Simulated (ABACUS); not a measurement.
# Rh (Fm-3m) in ABACUS: a series of runs, part 2 of 2

ABACUS 3.10.1. Earlier steps stand in the parts before.

### Step 3. Equation of state, r2SCAN, 12.85 Å³/atom (volume scaled by 0.94)

The input, INPUT:

```
INPUT_PARAMETERS
suffix              Rh
calculation         scf
basis_type          pw
pseudo_dir          ./
latname             fcc
symmetry            1
dft_functional      MGGA_X_R2SCAN+MGGA_C_R2SCAN
ecutwfc             103
pseudo_rcut         10
nspin               1
nbands              13
ks_solver           dav
smearing_method     fd
smearing_sigma      0.00367493
scf_thr             1e-08
scf_nmax            100
mixing_type         broyden
mixing_beta         0.7
cal_force           1
cal_stress          1
mixing_tau          1
kpar                4
```

The input, STRU:

```
ATOMIC_SPECIES
Rh 102.9055 Rh_ONCV_PBE-1.2.upf

LATTICE_CONSTANT
7.0264080089

ATOMIC_POSITIONS
Direct

Rh
0.0
1
0.0000000000 0.0000000000 0.0000000000 1 1 1
```

The input, KPT:

```
K_POINTS
0
Gamma
8 8 8 0 0 0
```

Potentials or basis: SG15 ONCV 1.2 PBE, plane waves.

On the command line:

```bash
$ OMP_NUM_THREADS=1 mpirun -np 4 abacus > log
```

running log:

```text
ABACUS v3.10.1

               Atomic-orbital Based Ab-initio Computation at UStc

 ------------------------------------------------------------------------------------

 READING GENERAL INFORMATION
                           global_out_dir = OUT.Rh/
                           global_in_card = INPUT
                               pseudo_dir = ./
                              orbital_dir =
                                    DSIZE = 4
                                    GSIZE = 1

 READING UNITCELL INFORMATION
                                    ntype = 1
                  lattice constant (Bohr) = 7.02641
              lattice constant (Angstrom) = 3.71821

 READING ATOM TYPE 1
                               atom label = Rh
                      L=0, number of zeta = 1
                      L=1, number of zeta = 1
                      L=2, number of zeta = 1
             number of atom for this type = 1

                        TOTAL ATOM NUMBER = 1
DIRECT COORDINATES
    atom                   x                   y                   z     mag                  vx                  vy                  vz
taud_Rh1            0.0000000000        0.0000000000        0.0000000000  0.0000        0.0000000000        0.0000000000        0.0000000000

                          Volume (Bohr^3) = 86.7242
                             Volume (A^3) = 12.8512

 Lattice vectors: (Cartesian coordinate: in unit of a_0)
                 -0.5                  +0                +0.5
                   +0                +0.5                +0.5
                 -0.5                +0.5                  +0
 Reciprocal vectors: (Cartesian coordinate: in unit of 2 pi/a_0)
                   -1                  -1                  +1
                   +1                  +1                  +1
                   -1                  +1                  -1
 The esolver type has been set to : ksdft_pw

                PAO radial cut off (Bohr) = 10

 Read in pseudopotential file is Rh_ONCV_PBE-1.2.upf
                     pseudopotential type = NC
          exchange-correlation functional = PBE
                 nonlocal core correction = 0
[... 186 lines left out ...]
     Energy           Rydberg                 eV
----------------------------------------------------------
 E_KohnSham     -217.0582249281      -2953.2286567880
 E_Harris       -217.7695893501      -2962.9072662810
 E_Fermi        1.8685575314         25.4230294677
----------------------------------------------------------
[... 63 lines left out ...]
 Density error is 1.35780413997e-09
                          Error Threshold = 1.86177991917e-09
----------------------------------------------------------
     Energy           Rydberg                 eV
----------------------------------------------------------
 E_KohnSham     -217.0797291898      -2953.5212372783
 E_KS(sigma->0) -217.0792746436      -2953.5150528600
 E_Harris       -217.0794742917      -2953.5177692114
 E_band         -4.3571982346        -59.2827233063
 E_one_elec     -38.8235149843       -528.2210201745
 E_Hartree      32.3881395181        440.6632450656
 E_xc           -22.0655627689       -300.2173832342
 E_Ewald        -188.5778818623      -2565.7337100986
 E_entropy(-TS) -0.0009090924        -0.0123688366
 E_descf        0.0000000000         0.0000000000
 E_exx          0.0000000000         0.0000000000
 E_Fermi        1.8508846583         25.1825776941
----------------------------------------------------------

 charge density convergence is achieved
 final etot is -2953.5212373 eV
 EFERMI = 25.182577694 eV

 STATE ENERGY(eV) AND OCCUPATIONS    NSPIN == 1
 1/8 kpoint (Cartesian) = 0.0000 0.0000 0.0000 (1471 pws)
       1       -56.6750     0.00390625
       2       -22.9659     0.00390625
       3       -22.9659     0.00390625
       4       -22.9659     0.00390625
       5        16.3768     0.00390625
       6        21.6237     0.00390625
       7        21.6237     0.00390625
       8        21.6237     0.00390625
       9        23.9873     0.00390625
      10        23.9873     0.00390625
      11        42.1602        0.00000
      12        48.3362        0.00000
      13        48.3362        0.00000
[... 61 lines left out ...]
 6/8 kpoint (Cartesian) = 0.0000 0.0000 0.25000 (1515 pws)
       1       -56.6442      0.0234375
       2       -23.1087      0.0234375
       3       -23.0185      0.0234375
       4       -23.0185      0.0234375
       5        17.2736      0.0234375
       6        21.0178      0.0234375
       7        22.1163      0.0234375
       8        22.1163      0.0234375
       9        23.3644      0.0234375
      10        24.2232      0.0234375
      11        43.5070        0.00000
      12        46.4565        0.00000
      13        48.3447        0.00000

[... levels at 2 further k points ...]

------------------------------------------------------------------------------------------
 TOTAL-FORCE (eV/Angstrom)
------------------------------------------------------------------------------------------
                       Rh1         0.0000000000         0.0000000000         0.0000000000
------------------------------------------------------------------------------------------

----------------------------------------------------------------
 TOTAL-STRESS (KBAR)
----------------------------------------------------------------
       202.9944406656         0.0000000000        -0.0000000000
         0.0000000000       202.9944406656         0.0000000000
         0.0000000000        -0.0000000000       202.9944406656
----------------------------------------------------------------
 TOTAL-PRESSURE: 202.994441 KBAR

 --------------------------------------------
 !FINAL_ETOT_IS -2953.5212372783262254 eV
 --------------------------------------------
```

stdout:

```text
ABACUS v3.10.1

               Atomic-orbital Based Ab-initio Computation at UStc

 dft_functional readin is: MGGA_X_R2SCAN+MGGA_C_R2SCAN
 dft_functional in pseudopot file is: PBE
 Please make sure this is what you need
[... 35 lines left out ...]
 DA7     -2.95352124e+03  -9.94936307e-07   1.3578e-09   1.5792e-04   1.19
----------------------------------------------------------------
 TOTAL-STRESS (KBAR)
----------------------------------------------------------------
       202.9944406656         0.0000000000        -0.0000000000
         0.0000000000       202.9944406656         0.0000000000
         0.0000000000        -0.0000000000       202.9944406656
----------------------------------------------------------------
 TOTAL-PRESSURE: 202.994441 KBAR
```

Run time: 11 s. Hardware: 4 MPI ranks of Intel Xeon Platinum 8488C (Sapphire Rapids), shared host; peak memory 0.36 GiB.

What came out:

* Free energy: -2953.5212 eV
* Pressure: 20.3 GPa
* Band gap on the k mesh: none (metal or under the smearing width)

Caveat: the k mesh is coarse (spacing up to 0.37 Å⁻¹), so the values aren't converged; the potentials were made for another functional, which shifts forces and pressure.

### Step 4. Equation of state, r2SCAN, 13.40 Å³/atom (volume scaled by 0.98)

INPUT is that of step 3.

Edit STRU of step 3 so:

```diff
@@ -4,3 +4,3 @@
 LATTICE_CONSTANT
-7.0264080089
+7.1246921790
```

KPT is that of step 3.

On the command line:

```bash
$ OMP_NUM_THREADS=1 mpirun -np 4 abacus > log
```

It took 11 s on 4 MPI ranks of Intel Xeon Platinum 8488C (Sapphire Rapids), shared host; peak memory 0.36 GiB.

Results (log left out):

| Quantity | Value |
| --- | --- |
| Free energy | -2953.5647 eV |
| Pressure | 5.8 GPa |
| Band gap on the k mesh | none (metal or under the smearing width) |

Caveat: the k mesh is coarse (spacing up to 0.36 Å⁻¹), so the values aren't converged; the potentials were made for another functional, which shifts forces and pressure.

### Step 5. Equation of state, r2SCAN, 13.94 Å³/atom (volume scaled by 1.02)

INPUT is that of step 4.

Edit STRU of step 4 so:

```diff
@@ -4,3 +4,3 @@
 LATTICE_CONSTANT
-7.1246921790
+7.2203370438
```

KPT is that of step 4.

On the command line:

```bash
$ OMP_NUM_THREADS=1 mpirun -np 4 abacus > log
```

It took 12 s on 4 MPI ranks of Intel Xeon Platinum 8488C (Sapphire Rapids), shared host; peak memory 0.36 GiB.

It converged, with:

| Property | Result |
| --- | --- |
| Free energy | -2953.5640 eV |
| Pressure | -5.6 GPa |
| Band gap on the k mesh | none (metal or under the smearing width) |

Caveat: the potentials were made for another functional, which shifts forces and pressure.

### Step 6. Equation of state, r2SCAN, 14.49 Å³/atom (volume scaled by 1.06)

INPUT is that of step 5.

Edit STRU of step 5 so:

```diff
@@ -4,3 +4,3 @@
 LATTICE_CONSTANT
-7.2203370438
+7.3135129599
```

KPT is that of step 5.

Potentials or basis: SG15 ONCV 1.2 PBE, plane waves.

On the command line:

```bash
$ OMP_NUM_THREADS=1 mpirun -np 4 abacus > log
```

It took 12 s on 4 MPI ranks of Intel Xeon Platinum 8488C (Sapphire Rapids), shared host; peak memory 0.36 GiB.

It converged, with:

```yaml
Free_energy: -2953.5288 eV
Pressure: -14.5 GPa
Band_gap_on_the_k_mesh: none (metal or under the smearing width)
```

Caveat: the potentials were made for another functional, which shifts forces and pressure.

### Step 7. Equation of state, r2SCAN

Potentials or basis: SG15 ONCV 1.2 PBE, plane waves.

No new run: the results of the series are fitted here.

What came out:

- Equilibrium volume: 13.66 Å³/atom
- Bulk modulus: 286 GPa
- Pressure derivative of the bulk modulus: 5.1 (rough: it moves with the points fitted)

Energy against volume, from the lowest point:
```tsv
volume (Å³/atom)	energy (meV/atom)
12.851	43.42
13.398	0.00
13.945	0.66
14.492	35.82
```

Caveat: the potentials were made for another functional, which shifts forces and pressure.

### Step 8. Comparison with measurements

Step 7. Measured bulk modulus of Rh: 264 GPa (quoted in “Thermal equation of state of rhodium characterized by XRD in a resistively heated diamond anvil cell”, 2024, pmc:11535440). This calculation gives 286 GPa (+8.3 %). The fit is for a static lattice scaled at fixed shape and fixed fractional positions.
